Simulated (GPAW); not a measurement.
Write an ASE script for GPAW 26.7.0 that does the following.

| Quantity | Value |
| --- | --- |
| Task | single point |
| Functional | PBEsol |
| Potentials or basis | PAW data sets generated in the run's folder for this functional |
| Cutoff | 800 eV |
| Basis | pw |
| k mesh | 11 × 11 × 11 |
| Occupations | fermi-dirac, width 0.05 eV |
| Spin | collinear spin, ferromagnetic start |
| Starting moments | [3.0, 0.0] μB |
| Maxiter | 150 |

The system is FeO (Wuestite).

```
Fe O
1.0
     0.00000    2.15540    2.15540
     2.15540    0.00000    2.15540
     2.15540    2.15540    0.00000
Fe O
1 1
Direct
  0.00000 0.00000 0.00000
  0.50000 0.50000 0.50000
```

The input as run:

run.py

```python
from ase import Atoms
from ase.dft.bandgap import bandgap
from ase.io import write
from ase.units import Bohr, GPa
from gpaw import GPAW, PW, setup_paths
from gpaw.elf import elf_from_dft_calculation

setup_paths.insert(0, '.')

atoms = Atoms(['Fe', 'O'],
              cell=[[0.0, 2.1554, 2.1554],
                    [2.1554, 0.0, 2.1554],
                    [2.1554, 2.1554, 0.0]],
              scaled_positions=[[0.0, 0.0, 0.0],
                                [0.5, 0.5, 0.5]],
              pbc=True)
atoms.set_initial_magnetic_moments([3.0, 0.0])

calc = GPAW(mode=PW(800),
            xc='PBEsol',
            kpts={'size': (11, 11, 11), 'gamma': True},
            occupations={'name': 'fermi-dirac', 'width': 0.05},
            nbands=17,
            convergence={'density': 1e-05, 'energy': 1e-05},
            maxiter=150,
            txt='gpaw.txt')
atoms.calc = calc
energy = atoms.get_potential_energy()
forces = atoms.get_forces()
stress = atoms.get_stress()
calc.write('gs.gpw')
write('result.traj', atoms)
print(f'Energy: {energy:.6f} eV')
print('Forces (eV/A):')
print(forces.round(4))
print('Stress (GPa):', (stress / GPa).round(3))
print('Moments:', calc.get_magnetic_moments().round(3))
print('Fermi level:', round(calc.get_fermi_level(), 4), 'eV')
print(f'Gap: {bandgap(calc)[0]:.4f} eV, direct: {bandgap(calc, direct=True)[0]:.4f} eV')

# fields on the real-space grid
write('density.cube', atoms, data=calc.get_pseudo_density() * Bohr**3)
write('potential.cube', atoms, data=calc.get_electrostatic_potential())
write('spin.cube', atoms, data=(calc.get_pseudo_density(spin=0) - calc.get_pseudo_density(spin=1)) * Bohr**3)
write('elf.cube', atoms, data=elf_from_dft_calculation(calc).data)
```

Potentials or basis: PAW data sets generated in the run's folder for this functional, pw.

Launch:

```bash
$ gpaw-setup -f PBEsol Fe O
$ OMP_NUM_THREADS=1 python run.py
```

Results of the run:

- Pressure: -7.0 GPa
- Band gap on the k mesh: none (metal or under the smearing width)
- Net moment: 4.00 μB per cell
- Site moments: Fe +3.54; O +0.24 μB

Caveat: a cell with one magnetic atom can't hold antiferromagnetic order, which such compounds often take; semilocal functionals often make such compounds metallic where correlation or magnetic order opens a gap, which also shifts bond lengths.

Wall time 31 s on 1 thread of Arm Neoverse V2, on a shared host, peak memory 0.18 GiB.
